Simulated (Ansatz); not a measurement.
# CdS (CsCl type): testing the settings of Wannier runs

Which of these Wannier inputs for CdS (CsCl type) end well? Each is run as it stands.

Computed with Ansatz 0.2.0 (plane waves, PAW; the settings change from run to run, as each input shows, unless a step's input says otherwise).

2 further runs of the same task are left out: 2 that didn't finish. Runs told in other sessions of the task aren't counted.

## Step 1: The structure to begin with

It takes space group Pm-3m (No. 221, cubic). Conventional cell: a = 3.387 Å, b = 3.387 Å, c = 3.387 Å, α = 90.00°, β = 90.00°, γ = 90.00°. Around Cd (site symmetry m-3m) lie 8 S at 2.93 Å. Around S (site symmetry m-3m) lie 8 Cd at 2.93 Å.

As a file:

```xyz
2
Lattice="3.3869 0.0000 0.0000 0.0000 3.3869 0.0000 0.0000 0.0000 3.3869" Properties=species:S:1:pos:R:3 pbc="T T T"
Cd    0.0000    0.0000    0.0000
S     1.6935    1.6935    1.6935
```

The cell was relaxed beforehand with r2SCAN; those runs aren't shown.

## Step 2: Try 1

input.yaml reads:

```yaml
crystal:
  lattice:
    - [3.3869086123, 0.0, 0.0]
    - [0.0, 3.3869086123, 0.0]
    - [0.0, 0.0, 3.3869086123]
  atoms:
    - { symbol: Cd, position: [0.0, 0.0, 0.0] }
    - { symbol: S, position: [0.5, 0.5, 0.5] }
kpoints:
  mp_grid: { grid: [6, 6, 6] }
  band_path:
    path:
      - [[0.0, 0.0, 0.0], [-8.671998652176e-51, 0.5, -9.92507487396e-69], [0.5, 0.5, -1.042505709154e-34], [0.0, 0.0, 0.0], [0.5, 0.5, 0.5], [-8.671998652176e-51, 0.5, -9.92507487396e-69]]
      - [[0.5, 0.5, 0.5], [0.5, 0.5, -1.042505709154e-34]]
    npoints: 10
hamiltonian:
  xc: pbe
scf:
  occupations: { method: fermi_dirac, width: 0.02 }
  n_extra_bands: 6
output:
  forces: false
  stress: false
  eigenvalues: true
  wannier:
    kmesh: [6, 6, 6]
    projections: [{ species: S, l: s, shell: 3 }, { species: S, l: p, shell: 3 }]
    minimise: true
    write_hr: true
    conv_tol: 1.0e-08
    max_iter: 3000
  write_density: true
  write_potential: true
  elf: true
  volumetric_format: npy
```

Command:

```
ansatz run input.yaml --threads 4 --pin off --max-ram 3686MiB --backend cpu --events-out ev --progress --plain --runs-dir out
```

What it wrote (excerpt; [...] marks lines left out):

```text
Warning: RAYON_NUM_THREADS=4 ignored (pool sized by the plan → 4); use --threads N
scf.n_extra_bands = 6 over 13 filled bands (N_el = 26.0): the run solves 19 bands
[...]
Pseudopotentials: kind: paw
Pseudopotential: Cd, paw, valence charge 20, recommended cutoff 420 eV (normal), Cd.paw.azcp
Pseudopotential: S, paw, valence charge 6, recommended cutoff 420 eV (normal), S.paw.azcp
Functional definition: PBE
[...]
Crystal: 2 atoms, lattice volume = 38.852 Å³
Basis set: ecut = 420 eV, 751 PW (Γ)
Bands: 19, of which v1, the nominal top of the filled ones, is band 13 counted from 1 (12 counted from 0)
Symmetry: 48 space group operations
Space group: Pm-3m (ITA 221), of the structure as read, at distance tolerance 3.4e-5 Å
k-points: 20 of 216
[...]
SCF iter   1: F=—  HF=-9156.545292 eV  |F-HF|=—  |Δ(HF+E_count)|=         —  Δρ=5.69e-3  dr2=2.59e-2  ethr=1.77e-3  ⟨swp⟩=4.8  Hψ=1807  notcnv=0
[...]
SCF iter   6: F=-9156.537456 eV  HF=-9156.537456 eV  |F-HF|=2.98e-10  |Δ(HF+E_count)|=   5.22e-8  Δρ=1.36e-6  dr2=4.54e-10  ethr=9.76e-11  ⟨swp⟩=5.0  Hψ=1349  notcnv=0
[...]
NSCF: frozen V_eff on 62 k-points
NSCF: frozen V_eff on 23 k-points
WARN: eigensolver did not converge (k=22): 1 band(s) unlocked after 20 sweeps at ethr=1.18e-12 eV (storage-precision floor; scheduled 1.00e-12 eV) (lowest unlocked band 18, counted from 0; max residual 9.33e-4 eV among the unlocked bands, 9.33e-4 eV over every band; other slots of this [...]
the Wannier pass solved 23 of the 216 points of its mesh, and has the states at the others by symmetry: states obtained by the crystal's operations at points that were solved too leave a residual of 2.97e-13 eV (read by the count's bands and the next), within 4.76e-6 eV
NSCF: frozen V_eff on 23 k-points
the Wannier pass solved 23 of the 216 points of its mesh, and has the states at the others by symmetry: states obtained by the crystal's operations at points that were solved too leave a residual of 4.55e-13 eV (read by the count's bands and the next), within 4.76e-6 eV
SCF converged after 6 iterations
Free energy (F): -9156.537456 eV
[...]
E sigma→0 (E₀):  -9156.535574 eV
Entropy (-TS):   -0.003763 eV (-1.882 meV/atom)
Fermi energy:    11.260776 eV
[...]
--- Band table (eV; the first three rows and the last of 20) ---
  k-point 0: bands = ["-91.3165", "-52.3864", "-52.3864", "-52.3864", "-2.2504", "2.3540", "2.3540", "2.9495", "2.9495", "2.9495", "9.9872", "9.9872", "9.9872", "10.2358", "17.7800", "17.7800", "22.9449", "22.9449", "22.9449"]
[...]
Wannier search: line search 1 of at most 3000: gauge-dependent spread (as the search counts it) 1.5499014 Å², largest recent change 1.6e-1 Å² and fall left 3.9e-4 Å² against conv_tol 1.0e-8 Å², 0 stops escaped
```

Wall time 1.2 s (4 threads of Arm Neoverse V2, shared host); peak memory 0.31 GiB.

The run ended, but the log doubts its result. The cause: the eigensolver left some bands unconverged. The analysis is set aside.

## Step 3: Try 2

Changes to input.yaml since step 2:

```diff
@@ -25,3 +25,3 @@
   wannier:
-    kmesh: [6, 6, 6]
+    kmesh: [4, 4, 4]
     projections: [{ species: S, l: s, shell: 3 }, { species: S, l: p, shell: 3 }]
@@ -31,5 +31 @@
     max_iter: 3000
-  write_density: true
-  write_potential: true
-  elf: true
-  volumetric_format: npy
```

Command:

```
ansatz run input.yaml --threads 4 --pin off --max-ram 3686MiB --backend cpu --events-out ev --progress --plain --runs-dir out
```

What it wrote (excerpt; [...] marks lines left out):

```text
Warning: RAYON_NUM_THREADS=4 ignored (pool sized by the plan → 4); use --threads N
scf.n_extra_bands = 6 over 13 filled bands (N_el = 26.0): the run solves 19 bands
[...]
[... 4 set-up lines as earlier in the session ...]
[...]
Crystal: 2 atoms, lattice volume = 38.852 Å³
Basis set: ecut = 420 eV, 751 PW (Γ)
Bands: 19, of which v1, the nominal top of the filled ones, is band 13 counted from 1 (12 counted from 0)
[... 2 set-up lines as earlier in the session ...]
k-points: 20 of 216
[...]
SCF iter   1: F=—  HF=-9156.545292 eV  |F-HF|=—  |Δ(HF+E_count)|=         —  Δρ=5.69e-3  dr2=2.59e-2  ethr=1.77e-3  ⟨swp⟩=4.8  Hψ=1807  notcnv=0
[...]
WARN: eigensolver did not converge (k=11): 1 band(s) unlocked after 20 sweeps at ethr=1.18e-12 eV (storage-precision floor; scheduled 1.00e-12 eV) (lowest unlocked band 18, counted from 0; max residual 1.21e-3 eV among the unlocked bands, 1.21e-3 eV over every band; other slots of this [...]
the Wannier pass solved 13 of the 64 points of its mesh, and has the states at the others by symmetry: states obtained by the crystal's operations at points that were solved too leave a residual of 3.50e-13 eV (read by the count's bands and the next), within 4.17e-6 eV
NSCF: frozen V_eff on 13 k-points
the Wannier pass solved 13 of the 64 points of its mesh, and has the states at the others by symmetry: states obtained by the crystal's operations at points that were solved too leave a residual of 3.08e-13 eV (read by the count's bands and the next), within 4.17e-6 eV
SCF converged after 6 iterations
Free energy (F): -9156.537456 eV
[...]
E sigma→0 (E₀):  -9156.535574 eV
Entropy (-TS):   -0.003763 eV (-1.882 meV/atom)
Fermi energy:    11.260776 eV
[...]
--- Band table (eV; the first three rows and the last of 20) ---
  k-point 0: bands = ["-91.3165", "-52.3864", "-52.3864", "-52.3864", "-2.2504", "2.3540", "2.3540", "2.9495", "2.9495", "2.9495", "9.9872", "9.9872", "9.9872", "10.2358", "17.7800", "17.7800", "22.9449", "22.9449", "22.9449"]
[...]
Wannier search: line search 1 of at most 3000: gauge-dependent spread (as the search counts it) 1.4742084 Å², largest recent change 9.0e-2 Å² and fall left 8.4e-5 Å² against conv_tol 1.0e-8 Å², 0 stops escaped
```

Run time: 0.9 s. Hardware: 4 threads of Arm Neoverse V2, shared host; peak memory 0.28 GiB.

The run ended, but the log doubts its result. The cause: the eigensolver left some bands unconverged. The analysis is set aside.

## Step 4: Try 3

Changes to input.yaml since step 3:

```diff
@@ -25,3 +25,3 @@
   wannier:
-    kmesh: [4, 4, 4]
+    kmesh: [8, 8, 8]
     projections: [{ species: S, l: s, shell: 3 }, { species: S, l: p, shell: 3 }]
@@ -31 +31,5 @@
     max_iter: 3000
+  write_density: true
+  write_potential: true
+  elf: true
+  volumetric_format: npy
```

Command:

```
ansatz run input.yaml --threads 4 --pin off --max-ram 3686MiB --backend cpu --events-out ev --progress --plain --runs-dir out
```

What it wrote (excerpt; [...] marks lines left out):

```text
Warning: RAYON_NUM_THREADS=4 ignored (pool sized by the plan → 4); use --threads N
scf.n_extra_bands = 6 over 13 filled bands (N_el = 26.0): the run solves 19 bands
[...]
[... 4 set-up lines as earlier in the session ...]
[...]
Crystal: 2 atoms, lattice volume = 38.852 Å³
Basis set: ecut = 420 eV, 751 PW (Γ)
Bands: 19, of which v1, the nominal top of the filled ones, is band 13 counted from 1 (12 counted from 0)
[... 2 set-up lines as earlier in the session ...]
k-points: 20 of 216
[...]
SCF iter   1: F=—  HF=-9156.545292 eV  |F-HF|=—  |Δ(HF+E_count)|=         —  Δρ=5.69e-3  dr2=2.59e-2  ethr=1.77e-3  ⟨swp⟩=4.8  Hψ=1807  notcnv=0
[...]
WARN: eigensolver did not converge (k=37): 1 band(s) unlocked after 20 sweeps at ethr=1.16e-12 eV (storage-precision floor; scheduled 1.00e-12 eV) (lowest unlocked band 18, counted from 0; max residual 6.00e-4 eV among the unlocked bands, 6.00e-4 eV over every band; other slots of this [...]
the Wannier pass solved 38 of the 512 points of its mesh, and has the states at the others by symmetry: states obtained by the crystal's operations at points that were solved too leave a residual of 3.87e-13 eV (read by the count's bands and the next), within 5.56e-6 eV
NSCF: frozen V_eff on 38 k-points
the Wannier pass solved 38 of the 512 points of its mesh, and has the states at the others by symmetry: states obtained by the crystal's operations at points that were solved too leave a residual of 4.74e-13 eV (read by the count's bands and the next), within 5.56e-6 eV
SCF converged after 6 iterations
Free energy (F): -9156.537456 eV
[...]
E sigma→0 (E₀):  -9156.535574 eV
Entropy (-TS):   -0.003763 eV (-1.882 meV/atom)
Fermi energy:    11.260776 eV
[...]
--- Band table (eV; the first three rows and the last of 20) ---
  k-point 0: bands = ["-91.3165", "-52.3864", "-52.3864", "-52.3864", "-2.2504", "2.3540", "2.3540", "2.9495", "2.9495", "2.9495", "9.9872", "9.9872", "9.9872", "10.2358", "17.7800", "17.7800", "22.9449", "22.9449", "22.9449"]
[...]
Wannier search: line search 1 of at most 3000: gauge-dependent spread (as the search counts it) 1.5816971 Å², largest recent change 2.0e-1 Å² and fall left 2.9e-4 Å² against conv_tol 1.0e-8 Å², 0 stops escaped
```

Wall time 1.9 s (4 threads of Arm Neoverse V2, shared host); peak memory 0.39 GiB.

The run ended, but the log doubts its result. The cause: the eigensolver left some bands unconverged. The analysis is set aside.

## Step 5: Try 4

Changes to input.yaml since step 4:

```diff
@@ -25,4 +25,4 @@
   wannier:
-    kmesh: [8, 8, 8]
-    projections: [{ species: S, l: s, shell: 3 }, { species: S, l: p, shell: 3 }]
+    kmesh: [6, 6, 6]
+    projections: [{ species: S, l: p, shell: 3 }]
     minimise: true
@@ -31,5 +31 @@
     max_iter: 3000
-  write_density: true
-  write_potential: true
-  elf: true
-  volumetric_format: npy
```

Command:

```
ansatz run input.yaml --threads 4 --pin off --max-ram 3686MiB --backend cpu --events-out ev --progress --plain --runs-dir out
```

What it wrote (excerpt; [...] marks lines left out):

```text
Warning: RAYON_NUM_THREADS=4 ignored (pool sized by the plan → 4); use --threads N
scf.n_extra_bands = 6 over 13 filled bands (N_el = 26.0): the run solves 19 bands
[...]
[... 4 set-up lines as earlier in the session ...]
[...]
Crystal: 2 atoms, lattice volume = 38.852 Å³
Basis set: ecut = 420 eV, 751 PW (Γ)
Bands: 19, of which v1, the nominal top of the filled ones, is band 13 counted from 1 (12 counted from 0)
[... 2 set-up lines as earlier in the session ...]
k-points: 20 of 216
[...]
SCF iter   1: F=—  HF=-9156.545292 eV  |F-HF|=—  |Δ(HF+E_count)|=         —  Δρ=5.69e-3  dr2=2.59e-2  ethr=1.77e-3  ⟨swp⟩=4.8  Hψ=1807  notcnv=0
[...]
WARN: eigensolver did not converge (k=22): 1 band(s) unlocked after 20 sweeps at ethr=1.18e-12 eV (storage-precision floor; scheduled 1.00e-12 eV) (lowest unlocked band 18, counted from 0; max residual 9.33e-4 eV among the unlocked bands, 9.33e-4 eV over every band; other slots of this [...]
the Wannier pass solved 23 of the 216 points of its mesh, and has the states at the others by symmetry: states obtained by the crystal's operations at points that were solved too leave a residual of 2.97e-13 eV (read by the count's bands and the next), within 4.76e-6 eV
NSCF: frozen V_eff on 23 k-points
[...]
the Wannier pass solved 23 of the 216 points of its mesh, and has the states at the others by symmetry: states obtained by the crystal's operations at points that were solved too leave a residual of 3.02e-13 eV (read by the count's bands and the next), within 4.76e-6 eV
SCF converged after 6 iterations
Free energy (F): -9156.537456 eV
[...]
E sigma→0 (E₀):  -9156.535574 eV
Entropy (-TS):   -0.003763 eV (-1.882 meV/atom)
Fermi energy:    11.260776 eV
[...]
--- Band table (eV; the first three rows and the last of 20) ---
  k-point 0: bands = ["-91.3165", "-52.3864", "-52.3864", "-52.3864", "-2.2504", "2.3540", "2.3540", "2.9495", "2.9495", "2.9495", "9.9872", "9.9872", "9.9872", "10.2358", "17.7800", "17.7800", "22.9449", "22.9449", "22.9449"]
[...]
Wannier search: line search 1 of at most 3000: gauge-dependent spread (as the search counts it) 0.0690277 Å², largest recent change 8.2e-4 Å² and fall left 5.0e-8 Å² against conv_tol 1.0e-8 Å², 0 stops escaped
```

Wall time 1.1 s (4 threads of Arm Neoverse V2, shared host); peak memory 0.31 GiB.

The run ended, but the log doubts its result. The cause: the eigensolver left some bands unconverged. The analysis is set aside.

## Step 6: Try 5

Changes to input.yaml since step 5:

```diff
@@ -26,3 +26,3 @@
     kmesh: [6, 6, 6]
-    projections: [{ species: S, l: p, shell: 3 }]
+    projections: [{ species: Cd, l: d, shell: 4 }, { species: S, l: p, shell: 3 }]
     minimise: true
```

Command:

```
ansatz run input.yaml --threads 4 --pin off --max-ram 3686MiB --backend cpu --events-out ev --progress --plain --runs-dir out
```

What it wrote (excerpt; [...] marks lines left out):

```text
Warning: RAYON_NUM_THREADS=4 ignored (pool sized by the plan → 4); use --threads N
scf.n_extra_bands = 6 over 13 filled bands (N_el = 26.0): the run solves 19 bands
[...]
[... 4 set-up lines as earlier in the session ...]
[...]
Crystal: 2 atoms, lattice volume = 38.852 Å³
Basis set: ecut = 420 eV, 751 PW (Γ)
Bands: 19, of which v1, the nominal top of the filled ones, is band 13 counted from 1 (12 counted from 0)
[... 2 set-up lines as earlier in the session ...]
k-points: 20 of 216
[...]
SCF iter   1: F=—  HF=-9156.545292 eV  |F-HF|=—  |Δ(HF+E_count)|=         —  Δρ=5.69e-3  dr2=2.59e-2  ethr=1.77e-3  ⟨swp⟩=4.8  Hψ=1807  notcnv=0
[...]
WARN: eigensolver did not converge (k=22): 1 band(s) unlocked after 20 sweeps at ethr=1.18e-12 eV (storage-precision floor; scheduled 1.00e-12 eV) (lowest unlocked band 18, counted from 0; max residual 9.33e-4 eV among the unlocked bands, 9.33e-4 eV over every band; other slots of this [...]
the Wannier pass solved 23 of the 216 points of its mesh, and has the states at the others by symmetry: states obtained by the crystal's operations at points that were solved too leave a residual of 2.97e-13 eV (read by the count's bands and the next), within 4.76e-6 eV
NSCF: frozen V_eff on 23 k-points
the Wannier pass solved 23 of the 216 points of its mesh, and has the states at the others by symmetry: states obtained by the crystal's operations at points that were solved too leave a residual of 4.39e-13 eV (read by the count's bands and the next), within 4.76e-6 eV
SCF converged after 6 iterations
Free energy (F): -9156.537456 eV
[...]
E sigma→0 (E₀):  -9156.535574 eV
Entropy (-TS):   -0.003763 eV (-1.882 meV/atom)
Fermi energy:    11.260776 eV
[...]
--- Band table (eV; the first three rows and the last of 20) ---
  k-point 0: bands = ["-91.3165", "-52.3864", "-52.3864", "-52.3864", "-2.2504", "2.3540", "2.3540", "2.9495", "2.9495", "2.9495", "9.9872", "9.9872", "9.9872", "10.2358", "17.7800", "17.7800", "22.9449", "22.9449", "22.9449"]
[...]
Wannier search: line search 1 of at most 3000: gauge-dependent spread (as the search counts it) 0.3482214 Å², largest recent change 6.3e-2 Å² and fall left 3.1e-5 Å² against conv_tol 1.0e-8 Å², 0 stops escaped
```

It took 1.4 s on 4 threads of Arm Neoverse V2, shared host; peak memory 0.33 GiB.

The run ended, but the log doubts its result. The cause: the eigensolver left some bands unconverged. The analysis is set aside.

## Step 7: How the runs ended

```tsv
try	settings	ended	fault	time
1	PBE, 4 functions, 6×6×6	ended with warnings	the eigensolver left some bands unconverged	1.2 s
2	PBE, 4 functions, 4×4×4	ended with warnings	the eigensolver left some bands unconverged	0.9 s
3	PBE, 4 functions, 8×8×8	ended with warnings	the eigensolver left some bands unconverged	1.9 s
4	PBE, 3 functions, 6×6×6	ended with warnings	the eigensolver left some bands unconverged	1.1 s
5	PBE, 8 functions, 6×6×6	ended with warnings	the eigensolver left some bands unconverged	1.4 s
```

**Reading.** 5 ended with warnings. No run passed without a fault or warning, so no result is quoted.
